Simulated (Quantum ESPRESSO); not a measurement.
# BP (F-43m) in Quantum ESPRESSO: a series of runs

One crystal, BP, is run at these levels: LDA, PBE; tasks: dielectric tensor.

Everything below comes from runs of Quantum ESPRESSO 7.5. Logs are shortened: lines on timing, memory, paths and dates and some standing lists are left out, and cuts for length are marked.

### 1 The crystal as given

It takes space group F-43m (No. 216, cubic). The conventional cell has a = 4.538 Å, b = 4.538 Å, c = 4.538 Å, α = 90.00°, β = 90.00°, γ = 90.00°. Around P (site symmetry -43m) lie 4 B at 1.97 Å. B (site symmetry -43m) has 4 P at 1.97 Å as nearest neighbours.

### 2 Dielectric tensor, LDA

Input file pw.in:

```
&CONTROL
  calculation = 'scf'
  prefix = 'pwscf'
  outdir = './tmp'
  pseudo_dir = './pseudo'
  tprnfor = .true.
  tstress = .true.
  disk_io = 'low'
/
&SYSTEM
  ibrav = 0
  nat = 2
  ntyp = 2
  ecutwfc = 45
  ecutrho = 360
  nbnd = 9
  occupations = 'smearing'
  smearing = 'fd'
  degauss = 0.00367493
/
&ELECTRONS
  conv_thr = 4d-10
  electron_maxstep = 120
  mixing_beta = 0.5
/
ATOMIC_SPECIES
P     30.9738 p_lda_v1.5.uspp.F.UPF
B     10.8100 b_lda_v1.4.uspp.F.UPF
CELL_PARAMETERS angstrom
   0.0000000000    2.2690000000    2.2690000000
   2.2690000000    0.0000000000    2.2690000000
   2.2690000000    2.2690000000    0.0000000000
ATOMIC_POSITIONS angstrom
P      3.4035000000    3.4035000000    3.4035000000
B      0.0000000000    0.0000000000    0.0000000000
K_POINTS automatic
8 8 8 1 1 1
```

Input file scf2.in:

```
&CONTROL
  calculation = 'scf'
  prefix = 'pwscf'
  outdir = './tmp'
  pseudo_dir = './pseudo'
  tprnfor = .true.
  tstress = .true.
  disk_io = 'low'
/
&SYSTEM
  ibrav = 0
  nat = 2
  ntyp = 2
  ecutwfc = 45
  ecutrho = 360
  nbnd = 9
  occupations = 'fixed'
/
&ELECTRONS
  conv_thr = 1d-13
  electron_maxstep = 120
  mixing_beta = 0.5
  startingpot = 'file'
  startingwfc = 'file'
/
ATOMIC_SPECIES
P     30.9738 p_lda_v1.5.uspp.F.UPF
B     10.8100 b_lda_v1.4.uspp.F.UPF
CELL_PARAMETERS angstrom
   0.0000000000    2.2690000000    2.2690000000
   2.2690000000    0.0000000000    2.2690000000
   2.2690000000    2.2690000000    0.0000000000
ATOMIC_POSITIONS angstrom
P      3.4035000000    3.4035000000    3.4035000000
B      0.0000000000    0.0000000000    0.0000000000
K_POINTS automatic
8 8 8 1 1 1
```

Input file ph.in:

```
dielectric of BP
&INPUTPH
  prefix = 'pwscf'
  outdir = './tmp'
  tr2_ph = 1d-18
  fildyn = 'dyn'
  niter_ph = 90
  alpha_mix(1) = 0.7
  epsil = .true.
  trans = .false.
  zeu = .true.
/
0.0000000000 0.0000000000 0.0000000000
```

Potentials or basis: GBRV 1.5 LDA.

On the command line:

```
$ OMP_NUM_THREADS=1 pw.x -in pw.in > pw.out
$ OMP_NUM_THREADS=1 pw.x -in scf2.in > scf2.out
$ OMP_NUM_THREADS=1 ph.x -in ph.in > ph.out
```

pw.out:

```text
This program is part of the open-source Quantum ESPRESSO suite
     for quantum simulation of materials; please cite
[... 9 lines left out ...]
     --------------------
     sticks:   dense  smooth     PW     G-vecs:    dense   smooth      PW
     Sum         913     451    151                18149     6375    1243

     Using Slab Decomposition

     bravais-lattice index     =            0
     lattice parameter (alat)  =       6.0638  a.u.
     unit-cell volume          =     157.6631 (a.u.)^3
     number of atoms/cell      =            2
     number of atomic types    =            2
     number of electrons       =         8.00
     number of Kohn-Sham states=            9
     kinetic-energy cutoff     =      45.0000  Ry
     charge density cutoff     =     360.0000  Ry
     scf convergence threshold =      4.0E-10
     mixing beta               =       0.5000
     number of iterations used =            8  plain     mixing
     Exchange-correlation=  SLA  PZ   NOGX NOGC
                           (   1   1   0   0   0   0   0)

     celldm(1)=   6.063849  celldm(2)=   0.000000  celldm(3)=   0.000000
     celldm(4)=   0.000000  celldm(5)=   0.000000  celldm(6)=   0.000000

     crystal axes: (cart. coord. in units of alat)
               a(1) = (   0.000000   0.707107   0.707107 )
               a(2) = (   0.707107   0.000000   0.707107 )
               a(3) = (   0.707107   0.707107   0.000000 )

     reciprocal axes: (cart. coord. in units 2 pi/alat)
               b(1) = ( -0.707107  0.707107  0.707107 )
               b(2) = (  0.707107 -0.707107  0.707107 )
               b(3) = (  0.707107  0.707107 -0.707107 )

     PseudoPot. # 1 for P  read from file:
     p_lda_v1.5.uspp.F.UPF
     Pseudo is Ultrasoft + core correction, Zval =  5.0
     Generated by new atomic code, or converted to UPF format
     Using radial grid of  903 points,  6 beta functions with:
                l(1) =   0
                l(2) =   0
                l(3) =   1
                l(4) =   1
                l(5) =   2
                l(6) =   2
     Q(r) pseudized with  8 coefficients,  rinner =    1.300   1.300   1.300
                                                       1.300   1.300

     PseudoPot. # 2 for B  read from file:
     b_lda_v1.4.uspp.F.UPF
     Pseudo is Ultrasoft + core correction, Zval =  3.0
     Generated by new atomic code, or converted to UPF format
     Using radial grid of  781 points,  4 beta functions with:
                l(1) =   0
                l(2) =   0
                l(3) =   1
                l(4) =   1
     Q(r) pseudized with  8 coefficients,  rinner =    1.100   1.100   1.100

     atomic species   valence    mass     pseudopotential
     P                 5.00    30.97380     P ( 1.00)
     B                 3.00    10.81000     B ( 1.00)

     24 Sym. Ops. (no inversion) found

   Cartesian axes

     site n.     atom                  positions (alat units)
         1        P      tau(   1) = (   1.0606602   1.0606602   1.0606602  )
         2        B      tau(   2) = (   0.0000000   0.0000000   0.0000000  )

     number of k points=    60  Fermi-Dirac smearing, width (Ry)=  0.0037
                       cart. coord. in units 2pi/alat
        k(    1) = (   0.0441942   0.0441942   0.0441942), wk =   0.0078125
        k(    2) = (   0.1325825   0.1325825  -0.0441942), wk =   0.0234375
        k(    3) = (   0.2209709   0.2209709  -0.1325825), wk =   0.0234375
        k(    4) = (   0.3093592   0.3093592  -0.2209709), wk =   0.0234375
        k(    5) = (  -0.3093592  -0.3093592   0.3977476), wk =   0.0234375
        k(    6) = (  -0.2209709  -0.2209709   0.3093592), wk =   0.0234375
[... 52 lines left out ...]
        k(   59) = (   0.3093592   0.3093592   0.3093592), wk =   0.0078125
        k(   60) = (  -0.3093592  -0.3093592   0.9280777), wk =   0.0234375

     Dense  grid:    18149 G-vectors     FFT dimensions: (  40,  40,  40)

     Smooth grid:     6375 G-vectors     FFT dimensions: (  25,  25,  25)

     Initial potential from superposition of free atoms

     starting charge       7.9996, renormalised to       8.0000
     Starting wfcs are    8 randomized atomic wfcs +    1 random wfcs

     Self-consistent Calculation

     iteration #  1     ecut=    45.00 Ry     beta= 0.50
     Davidson diagonalization with overlap
     ethr =  1.00E-02,  avg # of iterations =  5.4

     total energy              =     -21.98279979 Ry
     estimated scf accuracy    <       0.17063818 Ry

     iteration #  2     ecut=    45.00 Ry     beta= 0.50
     Davidson diagonalization with overlap
     ethr =  2.13E-03,  avg # of iterations =  1.1

     total energy              =     -22.00899715 Ry
     estimated scf accuracy    <       0.01162648 Ry

     iteration #  3     ecut=    45.00 Ry     beta= 0.50
     Davidson diagonalization with overlap
     ethr =  1.45E-04,  avg # of iterations =  3.3

     total energy              =     -22.00948342 Ry
     estimated scf accuracy    <       0.00176823 Ry

     iteration #  4     ecut=    45.00 Ry     beta= 0.50
     Davidson diagonalization with overlap
     ethr =  2.21E-05,  avg # of iterations =  3.0

     total energy              =     -22.00962866 Ry
     estimated scf accuracy    <       0.00003920 Ry

     iteration #  5     ecut=    45.00 Ry     beta= 0.50
     Davidson diagonalization with overlap
     ethr =  4.90E-07,  avg # of iterations =  6.3

     total energy              =     -22.00967502 Ry
     estimated scf accuracy    <       0.00000790 Ry

     iteration #  6     ecut=    45.00 Ry     beta= 0.50
     Davidson diagonalization with overlap
     ethr =  9.88E-08,  avg # of iterations =  2.4

     total energy              =     -22.00967711 Ry
     estimated scf accuracy    <       0.00000020 Ry

     iteration #  7     ecut=    45.00 Ry     beta= 0.50
     Davidson diagonalization with overlap
     ethr =  2.45E-09,  avg # of iterations =  4.2

     total energy              =     -22.00967761 Ry
     estimated scf accuracy    <       0.00000002 Ry

     iteration #  8     ecut=    45.00 Ry     beta= 0.50
     Davidson diagonalization with overlap
     ethr =  1.96E-10,  avg # of iterations =  2.7

     End of self-consistent calculation

          k = 0.0442 0.0442 0.0442 (   821 PWs)   bands (ev):

    -6.3164   8.4374   8.8876   8.8876  12.5596  12.5596  12.6156  16.5778
    20.5076

          k = 0.1326 0.1326-0.0442 (   815 PWs)   bands (ev):

    -5.9433   6.6724   7.7605   8.7122  12.8842  13.0808  13.6100  17.3101
    19.3459

          k = 0.2210 0.2210-0.1326 (   810 PWs)   bands (ev):

    -5.0361   3.7361   7.1122   8.0300  13.1879  13.6122  14.1571  18.2032
    19.2618

          k = 0.3094 0.3094-0.2210 (   804 PWs)   bands (ev):

    -3.7342   1.1367   6.8287   7.4354  13.0318  13.8102  13.9461  18.9896
    21.1004

          k =-0.3094-0.3094 0.3977 (   803 PWs)   bands (ev):

    -3.0402   0.1076   6.9167   7.1177  12.9213  13.7274  13.9563  19.0702
    22.2724

          k =-0.2210-0.2210 0.3094 (   802 PWs)   bands (ev):

    -4.1885   1.9211   7.1478   7.3333  12.9391  13.7419  14.2748  18.4540
    20.7459

          k =-0.1326-0.1326 0.2210 (   806 PWs)   bands (ev):

    -5.3935   4.7110   7.5496   7.9905  12.8259  13.6781  14.2537  17.4659
    19.8058

          k =-0.0442-0.0442 0.1326 (   815 PWs)   bands (ev):

    -6.1292   7.6002   8.2540   8.6093  12.2274  13.3017  13.3807  16.8839
    19.6187

          k = 0.2210 0.0442 0.0442 (   811 PWs)   bands (ev):

    -5.7570   6.6381   7.4388   7.7966  11.7335  14.4332  14.5622  16.2303
    19.5593
[... 61 lines left out ...]
          k = 0.5745 0.0442 0.0442 (   799 PWs)   bands (ev):

    -2.6254   1.8511   4.8396   5.1425  10.4039  11.4603  19.7714  19.8061
    23.3875

          k =-0.0442-0.5745 0.6629 (   795 PWs)   bands (ev):

    -1.6443   0.8536   4.0225   4.7981  10.9999  12.0287  19.6048  20.4603
    22.3743

          k = 0.0442-0.4861 0.5745 (   800 PWs)   bands (ev):

    -1.6183   1.0001   2.9165   5.2576  11.5116  14.9707  17.9428  19.2997
    20.4745

          k = 0.1326-0.3977 0.4861 (   807 PWs)   bands (ev):

    -2.3961   0.7025   4.1685   6.1259  12.4301  15.1713  17.0963  18.5653
    19.5883

          k = 0.2210-0.3094 0.3977 (   804 PWs)   bands (ev):

    -3.2023   0.5978   6.2670   6.9868  13.0307  13.7677  14.7001  18.9415
    21.2489

          k =-0.6629 0.0442 0.0442 (   794 PWs)   bands (ev):

    -1.7238   0.7625   4.6377   4.9668  10.4198  10.9725  20.6337  20.7066
    23.5811

          k =-0.5745 0.1326-0.0442 (   795 PWs)   bands (ev):

    -2.4983   1.7994   4.2843   5.0179  11.0853  12.3896  18.5315  19.7819
    22.7439

          k =-0.4861 0.2210-0.1326 (   800 PWs)   bands (ev):

    -3.0457   1.6092   4.7293   5.8899  12.0405  15.3676  16.0473  17.3362
    21.7887

          k =-0.4861 0.0442 0.0442 (   807 PWs)   bands (ev):

    -3.6070   3.1729   5.2528   5.4905  10.5351  12.2723  18.5374  18.5465
    22.7264

          k =-0.3977 0.1326-0.0442 (   812 PWs)   bands (ev):

    -4.3131   3.8530   5.4479   6.3143  11.6073  14.0918  16.1467  17.1199
    21.6314

          k =-0.3094 0.0442 0.0442 (   820 PWs)   bands (ev):

    -5.2048   5.6193   6.6626   6.7975  11.2378  14.7568  15.7807  15.8708
    20.5627

          k = 0.1326 0.1326 0.1326 (   812 PWs)   bands (ev):

    -5.7591   5.6910   8.2328   8.2328  13.0077  13.4271  13.4271  17.8601
    19.7901

          k = 0.2210 0.2210 0.0442 (   813 PWs)   bands (ev):

    -5.2115   4.7531   6.1956   8.2618  13.5380  13.5528  14.4791  17.3872
    18.5573

          k = 0.3094 0.3094-0.0442 (   804 PWs)   bands (ev):

    -4.1624   3.0542   4.7020   7.5225  13.2381  14.5844  15.5128  17.5775
    18.6850

          k =-0.3094-0.3094 0.5745 (   801 PWs)   bands (ev):

    -2.8750   0.8978   4.6511   6.7489  12.5125  15.2684  15.6596  19.2508
    20.5401

          k =-0.2210-0.2210 0.4861 (   806 PWs)   bands (ev):

    -2.8627   0.8697   5.1235   6.2864  12.0458  15.7380  15.7971  17.2903
    21.5132

          k =-0.1326-0.1326 0.3977 (   805 PWs)   bands (ev):

    -4.1504   3.0332   5.9529   6.2511  11.8023  14.9845  15.9914  16.2366
    21.9285

          k = 0.3094 0.1326 0.1326 (   806 PWs)   bands (ev):

    -4.8531   3.8201   6.8584   7.1170  12.3289  14.6743  15.2051  16.1697
    20.8882

          k = 0.3977 0.2210 0.0442 (   807 PWs)   bands (ev):
[... 74 lines left out ...]
          k = 0.3977 0.2210 0.2210 (   802 PWs)   bands (ev):

    -3.5583   1.2740   6.3750   6.6798  12.5372  14.5657  14.9404  17.7741
    21.2998

          k =-0.2210-0.3977 0.8397 (   803 PWs)   bands (ev):

    -2.7070   1.0137   4.5182   5.9981  13.1053  14.2443  17.1331  17.6728
    20.3931

          k =-0.1326-0.3094 0.7513 (   798 PWs)   bands (ev):

    -1.7368   1.1320   2.9405   4.9646  12.8039  15.8504  17.0398  17.7962
    20.0656

          k =-0.8397 0.2210 0.2210 (   800 PWs)   bands (ev):

    -2.2363   0.7966   3.8432   6.0065  11.6732  16.6035  16.7708  17.3887
    20.9621

          k = 0.3094 0.3094 0.3094 (   799 PWs)   bands (ev):

    -3.3738   0.4439   7.3049   7.3049  12.7954  13.7127  13.7127  18.9605
    23.2450

          k =-0.3094-0.3094 0.9281 (   802 PWs)   bands (ev):

    -2.8730   0.2663   5.8989   6.9155  12.7708  14.4980  14.5093  19.3189
    21.4590

     the Fermi energy is     9.6224 ev

!    total energy              =     -22.00967762 Ry
     estimated scf accuracy    <          2.0E-10 Ry
     smearing contrib. (-TS)   =      -0.00000000 Ry
     internal energy E=F+TS    =     -22.00967762 Ry

     The total energy is F=E-TS. E is the sum of the following terms:
     one-electron contribution =       6.69688879 Ry
     hartree contribution      =       1.25906595 Ry
     xc contribution           =      -8.98239282 Ry
     ewald contribution        =     -20.98323954 Ry

     convergence has been achieved in   8 iterations

     Forces acting on atoms (cartesian axes, Ry/au):

     atom    1 type  1   force =     0.00000000    0.00000000    0.00000000
     atom    2 type  2   force =    -0.00000000    0.00000000   -0.00000000

     Total force =     0.000000     Total SCF correction =     0.000000

     Computing stress (Cartesian axis) and pressure

          total   stress  (Ry/bohr**3)                   (kbar)     P=      -49.20
  -0.00033445   0.00000000   0.00000000          -49.20        0.00        0.00
   0.00000000  -0.00033445   0.00000000            0.00      -49.20        0.00
   0.00000000   0.00000000  -0.00033445            0.00        0.00      -49.20

=------------------------------------------------------------------------------=
   JOB DONE.
=------------------------------------------------------------------------------=
```

Run time: 38 s. Hardware: 1 thread of Arm Neoverse V2, shared host; peak memory 0.1 GiB.

What came out:

```yaml
Free_energy: -299.4569 eV
Pressure: -4.9 GPa
Electronic_dielectric_tensor_diagonal: 9.20
Born_charges_mean_of_the_diagonal: P +0.53; B -0.53 e
```

Electronic dielectric tensor:
```
9.20 0.00 0.00
0.00 9.20 0.00
0.00 0.00 9.20
```

Born effective charge tensors (e):
atom 1, P
```
0.53 0.00 0.00
0.00 0.53 0.00
0.00 0.00 0.53
```
atom 2, B
```
-0.53  0.00  0.00
 0.00 -0.53  0.00
 0.00  0.00 -0.53
```

Caveat: the cell is more than 3 GPa from zero pressure, which shifts response properties.

(Part 1 of 2 ends here.)
